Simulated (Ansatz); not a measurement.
**HfC: relaxation of cell and atoms with PBE+D3(BJ)**

HfC:

```xyz
2
Lattice="0.0000 2.3250 2.3250 2.3250 0.0000 2.3250 2.3250 2.3250 0.0000" Properties=species:S:1:pos:R:3 pbc="T T T"
Hf    2.3250    2.3250    2.3250
C     0.0000    0.0000    0.0000
```

```
Program             : Ansatz 0.2.0
Task                : relaxation of cell and atoms
Functional          : PBE
Dispersion          : D3(BJ)
Potentials or basis : all-electron LAPW, scalar-relativistic
Basis error allowed : 0.001 eV/atom
k mesh              : 10 × 10 × 10
Occupations         : fermi-dirac, width 0.05 eV
Spin                : no spin polarisation
```

```json
{
  "Relaxed volume": "12.33 Å³/atom",
  "Relaxed cell": "a = 3.267 Å, b = 3.267 Å, c = 3.267 Å, α = 60.00°, β = 60.00°, γ = 60.00°",
  "Space group after relaxing (to 0.05 Å)": "Fm-3m (No. 225)",
  "Energy gained by relaxing": "3.4 meV/atom",
  "Ionic steps": "5",
  "Pressure after relaxing": "0.0 GPa"
}
```

Step by step:
```
step  energy change (eV)  largest force (eV/Å)  volume (Å³)
   1              0.0000                0.0000        25.14
   2             -0.0030                0.0000        24.31
   3             -0.0068                0.0000        24.67
   4             -0.0069                0.0000        24.66
   5             -0.0069                0.0000        24.66
```

Final structure:
```
Hf C
1.0
     0.00000    2.31012    2.31012
     2.31012    0.00000    2.31012
     2.31012    2.31012    0.00000
Hf C
1 1
Direct
  0.50000 0.50000 0.50000
  0.00000 0.00000 0.00000
```

Run time: 28 s on 1 thread of Arm Neoverse V2 (shared host), peak memory 0.34 GiB.

Spin-orbit coupling is left out, which matters for the levels of Hf.
